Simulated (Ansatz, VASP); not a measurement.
Given: the input of a run of Ansatz 0.2.0 on W (Tungsten). 

input.yaml

```yaml
crystal:
  lattice:
    - [-1.582345, 1.582345, 1.582345]
    - [1.582345, -1.582345, 1.582345]
    - [1.582345, 1.582345, -1.582345]
  atoms:
    - { symbol: W, position: [0.0, 0.0, 0.0] }
kpoints:
  mp_grid: { grid: [12, 12, 12] }
scf:
  occupations: { method: gaussian, width: 0.012 }
hamiltonian:
  xc: pbe
  pseudopotentials: { kind: all_electron, lapw: { basis_error: 0.001 } }
output:
  forces: true
  stress: true
  eigenvalues: true
```

Potentials or basis: all-electron LAPW, scalar-relativistic.

The run is started by

```bash
$ ansatz run input.yaml --threads 1 --pin off --max-ram 3072MiB --backend cpu --events-out ev --progress --plain --runs-dir out
```

Problem. Set up the same calculation for VASP 6.6.1. Potentials or basis there: PBE PAW files W_sv, 520 eV.

Solution. As run (cutoffs and basis follow the program's own potentials, and thresholds, step limits or extra output files can differ):

The input INCAR:

```
PREC     = Accurate       # precision mode
ENCUT    = 520            # plane-wave cutoff, eV
EDIFF    = 1E-7           # SCF threshold, eV
ISMEAR   = 0              # smearing method
SIGMA    = 0.012          # smearing width, eV
LREAL    = False          # projectors in reciprocal space
LASPH    = True           # aspherical terms in the spheres
NELM     = 100            # most SCF steps
ALGO     = Normal         # electronic algorithm
ISIF     = 2              # what is computed and relaxed
LWAVE    = False          # write WAVECAR
LCHARG   = True           # write CHGCAR
GGA      = PE             # functional
LELF     = True           # ELF
LVHAR    = True
```

File KPOINTS:

```
regular mesh
0
Gamma
  12 12 12
```

POSCAR

```
W
1.0
   -1.5823450000      1.5823450000      1.5823450000
    1.5823450000     -1.5823450000      1.5823450000
    1.5823450000      1.5823450000     -1.5823450000
W
1
Direct
    0.0000000000      0.0000000000      0.0000000000
```

Potentials or basis: VASP PAW PBE potentials, release 64 (W_sv).

Command:

```console
$ cat potpaw_PBE.64/W_sv/POTCAR > POTCAR
$ mpirun -np 1 vasp_std > vasp.out
```

Both were run:

|  | Ansatz | VASP |
| --- | --- | --- |
| Pressure | 6.1 GPa | 6.7 GPa |

Where Ansatz's input types no cutoff or centring, it takes its own default and a Γ-centred mesh.

Pressure is positive in compression.
